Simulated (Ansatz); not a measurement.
## (001) slab of rocksalt CaO, 16.7 Å thick as cut, bare faces

Ansatz, PAW, plane waves, no spin–orbit coupling unless named; atoms relaxed with PBEsol, the curve by HSE06. The curve holds the local part of the PAW potentials, so its shape inside matter depends on the files.

```
O Ca
1.0
     2.38380    2.38380    0.00000
    -2.38380    2.38380    0.00000
     0.00000    0.00000   29.68660
O Ca
8 8
Cartesian
  -0.0039 2.3861 6.5571
  -0.0039 2.3862 11.2725
  -0.0036 2.3858 16.0371
  -0.0037 2.3854 20.8155
  2.3799 2.3862 8.8731
  2.3801 2.3859 13.6515
  2.3802 2.3856 18.4161
  2.3801 2.3854 23.1318
  2.3798 2.3861 6.5366
  2.3800 2.3857 11.2687
  2.3801 2.3854 16.0355
  2.3801 2.3853 20.8040
  -0.0039 2.3859 8.8845
  -0.0037 2.3855 13.6527
  -0.0037 2.3854 18.4197
  -0.0037 2.3853 23.1522
```

Planar mean of the electrostatic potential energy along the normal, from the vacuum level:

(z (Å), v (eV)): (0.00, 0.00), (0.30, 0.00), (0.74, 0.00), (1.04, 0.00), (1.34, 0.00), (1.63, 0.00), (2.08, 0.00), (2.37, 0.00), (2.67, 0.00), (2.97, 0.00), (3.41, -0.01), (3.71, -0.02), (4.01, -0.03), (4.30, -0.07), (4.75, -0.21), (5.05, -0.44), (5.34, -0.98), (5.64, -2.39), (6.09, -9.82), (6.38, -15.41), (6.68, -15.72), (6.98, -10.51), (7.42, -2.78), (7.72, -1.83), (8.02, -2.88), (8.46, -10.78), (8.76, -15.85), (9.05, -15.29), (9.35, -9.62), (9.80, -2.68), (10.09, -1.91), (10.39, -2.93), (10.69, -7.09), (11.13, -15.77), (11.43, -15.54), (11.73, -10.02), (12.02, -4.07), (12.47, -1.87), (12.77, -2.83), (13.06, -6.91), (13.36, -13.45), (13.80, -15.60), (14.10, -10.17), (14.40, -4.17), (14.84, -1.88), (15.14, -2.79), (15.44, -6.72), (15.73, -13.28), (16.18, -15.69), (16.48, -10.37), (16.77, -4.27), (17.07, -2.08), (17.52, -2.71), (17.81, -6.56), (18.11, -13.15), (18.41, -16.46), (18.85, -10.55), (19.15, -4.41), (19.44, -2.15), (19.74, -2.03), (20.19, -6.23), (20.48, -12.80), (20.78, -16.37), (21.08, -13.83), (21.52, -4.49), (21.82, -2.07), (22.12, -2.02), (22.56, -7.02), (22.86, -13.53), (23.16, -16.37), (23.45, -13.07), (23.90, -3.87), (24.19, -1.50), (24.49, -0.65), (24.79, -0.30), (25.23, -0.09), (25.53, -0.04), (25.83, -0.02), (26.12, -0.01), (26.57, 0.00), (26.87, 0.00), (27.16, 0.00), (27.46, 0.00), (27.91, 0.00), (28.20, 0.00), (28.50, 0.00), (28.80, 0.00), (29.24, 0.00), (29.54, 0.00)

How far below the vacuum level do the top filled and the lowest empty level lie, by each functional?

PBEsol: 4.13 and 1.03 eV (gap 3.10 eV, a 6×6×1 mesh); HSE06: 4.90 and 0.85 eV (gap 4.06 eV, a 4×4×1 mesh). Either level can be a surface state and not a band edge of the crystal.
